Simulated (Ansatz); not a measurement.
This log comes from Ansatz, run on CdS in the zincblende structure. The cell was relaxed beforehand with r2SCAN.

Structure:
```xyz
2
Lattice="0.0000 2.9392 2.9392 2.9392 0.0000 2.9392 2.9392 2.9392 0.0000" Properties=species:S:1:pos:R:3 pbc="T T T"
Cd    0.0000    0.0000    0.0000
S     1.4696    1.4696    1.4696
```

Main lines of the log:
```
Functional definition: HSE06
Crystal: 2 atoms, lattice volume = 50.784 Å³
Basis set: ecut = 420 eV, 965 PW (Γ)
Bands: 17, of which v1, the nominal top of the filled ones, is band 13 counted from 1 (12 counted from 0)
Symmetry: 24 space group operations
Space group: F-43m (ITA 216)
k-points: 8 of 64 (time reversal used)
Exchange kernel: α = 0.2500, screened, ω = 0.2079 Å⁻¹, Wigner–Seitz truncation, v(0) = 1031.7953 eV·Å³, q-mesh 4×4×4
preconditioner: auto → none  [insulator: Δε(μ)=2.079 eV  ℏωp=22.1 eV]
hybrid outer 1: dexx = +7.736e-3 eV, tail = 2.28e-5 eV
hybrid outer 2: dexx = +1.931e-7 eV, tail = 1.89e-7 eV, Δε = 2.73e-3 eV
hybrid SCF converged: 2 outer / 8 inner (+2 warm-up)
Free energy (F): -9162.169889 eV
Fermi energy:    5.953491 eV
--- Per-component energies (eV) ---
  E_band       = -576.993584
  E_kinetic    = 612.359793
  E_local      = -4050.929173
  E_nonlocal   = 62.878264
  E_hartree    = 1861.253159
  E_xc         = -218.807935
  E_vxc        = -245.424118
  E_exx        = -99.646940
  E_paw        = -4644.505060
  E_vpaw       = -479.078715
  E_ewald      = -2684.076661
  E_core_change = -0.695354
--- G₀W₀: contour deformation, 7 samples at zero and on the imaginary axis and 3 off it, 64 q-points, 191 empty bands' worth ---
    ik  band        ε_KS         Σx   Σc(E_QP)       V_xc       Z   E_QP_lin       E_QP  E_QP is
     0    12      5.9535   -20.6057     1.9960   -18.3013  0.7764     5.6434     5.6450  root
     0    13      5.9535   -20.6057     1.9960   -18.3013  0.7764     5.6434     5.6450  root
     0    14      8.0719    -7.9192    -3.7160   -11.6243  0.8122     8.0610     8.0610  root
     0    15     13.6544    -6.1821    -4.2308   -10.5439  0.7992    13.7857    13.7854  root
     1    12      5.5492   -20.0430     2.0539   -17.6579  0.7745     5.2160     5.2180  root
     1    13      5.5492   -20.0430     2.0539   -17.6579  0.7745     5.2160     5.2180  root
     1    14      9.7545    -8.0874    -3.8721   -12.0167  0.8051     9.8117     9.8117  root
     1    15     13.3445    -6.6187    -4.2147   -10.8783  0.7921    13.3895    13.3895  root
     2    12      5.1854   -19.5516     2.1187   -17.0826  0.7721     4.8328     4.8351  root
     2    13      5.1854   -19.5516     2.1187   -17.0826  0.7721     4.8328     4.8351  root
     2    14     10.0266    -7.5879    -3.9409   -11.6170  0.8097    10.1148    10.1147  root
     2    15     14.0956    -6.2405    -4.2036   -10.5524  0.7959    14.2041    14.2038  root
     3    12      4.9117   -19.2208     2.1531   -16.7062  0.7710     4.5477     4.5502  root
     3    13      4.9117   -19.2208     2.1531   -16.7062  0.7710     4.5477     4.5502  root
     3    14     10.5515    -8.0359    -3.8591   -11.9310  0.8001    10.5874    10.5874  root
     3    15     11.8813    -6.7364    -4.0386   -10.8953  0.8074    12.0018    12.0015  root
     6    12      4.0300   -18.0760     2.3203   -15.3600  0.7631     3.6309     3.6343  root
     6    13      4.0300   -18.0760     2.3203   -15.3600  0.7631     3.6309     3.6343  root
     6    14     10.4430    -5.9201    -3.5480    -9.4273  0.8179    10.4022    10.4021  root
     6    15     11.4020    -8.0962    -4.0030   -12.2681  0.8045    11.5714    11.5710  root
```

The points are ik 0 = (0, 0, 0) (Γ), ik 1 = (0, 0, 1/4), ik 2 = (0, 0, -1/2), ik 3 = (0, 1/4, 1/4), ik 6 = (0, -1/2, -1/2); band 13 is the last filled one.

Problem. What input produced it? Give the YAML.

Solution.
```yaml
crystal:
  # lattice and atoms as above
kpoints:
  mp_grid: { grid: [4, 4, 4] }
hamiltonian:
  xc: hse06
scf:
  occupations: { method: fixed }
gw:
  n_empty_bands: 191
  ecut_chi: 140
  qp_bands: [v2, c2]
  qp_kpoints: band_edges
  screening: { model: contour_deformation }
```
The exchange loop and the term E_exx show exact exchange. The quasiparticle table needs the gw block. This is the file that was run; thresholds and some counts can't be read off the log exactly.

Command: `ansatz run input.yaml --threads 2 --pin off --max-ram 3686MiB --backend cpu --events-out ev --progress --plain --runs-dir out`. It took 44 s on 2 threads of Intel(R) Xeon(R) Platinum 8488C (Sapphire Rapids), on a shared host, load about 0.4 per core; peak host memory 0.83 GiB.

Spin-unpolarised throughout; all numbers are computed.

Spin-orbit coupling is left out.
